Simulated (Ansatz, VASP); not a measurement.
Two plane-wave programs on InGa3As4

The input INCAR:

```
SYSTEM = InGa3As4
PREC = Accurate
ENCUT = 520
EDIFF = 1E-6
ISMEAR = -1
SIGMA = 0.02
LREAL = .False.
LASPH = .True.
NELM = 60
ALGO = Normal
ISIF = 2
LWAVE = .False.
LCHARG = .False.
GGA = PE
NBANDS = 46
```

KPOINTS

```
regular mesh
0
Gamma
  6 4 4
  0 0 0
```

Contents of POSCAR:

```
InGa3As4
1.0
    4.0520394359      0.0000000000      0.0000000000
    0.0000000000      8.1212327713      0.0000000000
    0.0000000000      0.0000000000      5.7397648635
Ga As In
3 4 1
Direct
    0.0000000000      0.7580414007     -0.0002489526
    0.5000000000      0.0000000000      0.4980044470
    0.0000000000      0.2419585993     -0.0002489526
    0.5000000000      0.7623847093      0.2406404709
    0.0000000000      0.0000000000      0.7416947380
    0.5000000000      0.2376152907      0.2406404709
    0.0000000000      0.5000000000      0.7791784276
    0.5000000000      0.5000000000      0.5003393506
```

Input for Ansatz:

```yaml
crystal:
  lattice:
    - [4.0520394359, 0.0, 0.0]
    - [0.0, 8.1212327713, 0.0]
    - [0.0, 0.0, 5.7397648635]
  atoms:
    - { symbol: Ga, position: [0.0, 0.7580414007, -0.0002489526] }
    - { symbol: As, position: [0.5, 0.7623847093, 0.2406404709] }
    - { symbol: Ga, position: [0.5, 0.0, 0.498004447] }
    - { symbol: As, position: [0.0, 0.0, 0.741694738] }
    - { symbol: Ga, position: [0.0, 0.2419585993, -0.0002489526] }
    - { symbol: As, position: [0.5, 0.2376152907, 0.2406404709] }
    - { symbol: In, position: [0.5, 0.5, 0.5003393506] }
    - { symbol: As, position: [0.0, 0.5, 0.7791784276] }
kpoints:
  mp_grid: { grid: [6, 4, 4] }
hamiltonian:
  xc: pbe
scf:
  occupations: { method: fermi_dirac, width: 0.02 }
  n_extra_bands: 6
output:
  forces: true
  stress: true
  eigenvalues: true
```

Alike in both runs: task single point; functional PBE; k mesh 6 × 4 × 4; occupations fermi-dirac, width 0.02 eV; no spin polarisation.

|  | VASP | Ansatz |
| --- | --- | --- |
| version | VASP 6.6.1 | Ansatz 0.2.0 |
| potentials or method | VASP PAW PBE potentials, release 64 (Ga_d, As, In_d) | plane waves, PAW |
| plane-wave cutoff (eV) | 520 | 420 |
| valence electrons in the cell | 72 | 112 |

Ansatz gave:

* pressure (GPa): 4.0
* rms of the force components (eV/Å): 0.025

Q: Which values does VASP return?

A: Pressure (GPa): 4.1; rms of the force components (eV/Å): 0.025.

The two sets of potentials don't hold the same shells in valence.

Caveats: spin-orbit coupling is left out, which moves the levels of the heavy elements.
